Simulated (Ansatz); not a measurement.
Cell and atoms are relaxed with the symmetry kept. Start:

```cif
data_structure
_symmetry_space_group_name_H-M 'P 1'
_symmetry_Int_Tables_number 1
_cell_length_a 11.4455
_cell_length_b 4.0233
_cell_length_c 4.4542
_cell_angle_alpha 90.000
_cell_angle_beta 90.000
_cell_angle_gamma 90.000
_cell_volume 205.11
loop_
_atom_site_label
_atom_site_type_symbol
_atom_site_fract_x
_atom_site_fract_y
_atom_site_fract_z
_atom_site_occupancy
Sn1 Sn 0.12154 0.25000 0.13001 1
Sn2 Sn 0.37846 0.75000 0.63001 1
Sn3 Sn 0.62154 0.25000 0.36999 1
Sn4 Sn 0.87846 0.75000 0.86999 1
S1 S 0.84990 0.25000 0.47744 1
S2 S 0.65010 0.75000 0.97744 1
S3 S 0.34990 0.25000 0.02256 1
S4 S 0.15010 0.75000 0.52256 1
```

Theory: Ansatz 0.2.0, DFT PBE+D3(BJ), scalar-relativistic, plane waves, PAW.

Settings: cutoff 420 eV, Γ-centred mesh 4×8×6 on the computed 8-atom cell, Gaussian smearing of 0.02 eV; no spin polarisation.

Question: What does it relax to?

Answer: The volume falls by 1.89 Å³/atom to 23.75 Å³/atom, and the energy falls by 13.2 meV/atom. Final structure:
```
Sn S
1.0
    11.15294    0.00000    0.00000
     0.00000    3.99978    0.00000
     0.00000    0.00000    4.25930
Sn S
4 4
Direct
  0.11839 0.25000 0.11164
  0.38161 0.75000 0.61164
  0.61839 0.25000 0.38836
  0.88161 0.75000 0.88836
  0.85295 0.25000 0.47499
  0.64705 0.75000 0.97499
  0.35295 0.25000 0.02501
  0.14705 0.75000 0.52501
```

Cost: 1 run of about 6.4 core-minutes, on Intel Xeon Platinum 8259CL (Skylake/Cascade Lake) (shared hosts).